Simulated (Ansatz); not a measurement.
## Cu: equation of state with PBEsol

Crystal: Cu.

```
Cu
1.0
     2.53410    0.00000    0.00000
    -1.26705    2.19459    0.00000
     0.00000    0.00000    4.11257
Cu
2
Direct
  0.66667 0.33333 0.75000
  0.33333 0.66667 0.25000
```

This isn't the form of Cu at room conditions, which is fcc.

```
Program             : Ansatz 0.2.0
Task                : equation of state
Functional          : PBEsol
Potentials or basis : all-electron LAPW, scalar-relativistic
Basis error allowed : 0.001 eV/atom
k mesh              : 12 × 12 × 7
Occupations         : fermi-dirac, width 0.05 eV
Spin                : no spin polarisation
```

The equilibrium volume is 11.34 Å³/atom, the bulk modulus at fixed shape and positions is 166 GPa and the pressure derivative of the bulk modulus is 4.9.

Energy against volume, from the lowest point:
| volume (Å³/atom) | energy (meV/atom) |
| --- | --- |
| 10.749 | 16.97 |
| 10.978 | 5.76 |
| 11.207 | 0.32 |
| 11.436 | 0.00 |
| 11.664 | 4.19 |
| 11.893 | 12.43 |
| 12.122 | 24.24 |

All runs of the series together: 73 s on 1 thread of AMD EPYC 7R43 64-Core Processor (Zen 3), with other jobs on the host.

Caveat: the cell was scaled at fixed shape and fractional positions, which overstates the stiffness of a crystal with free parameters, most of all of layers and chains.
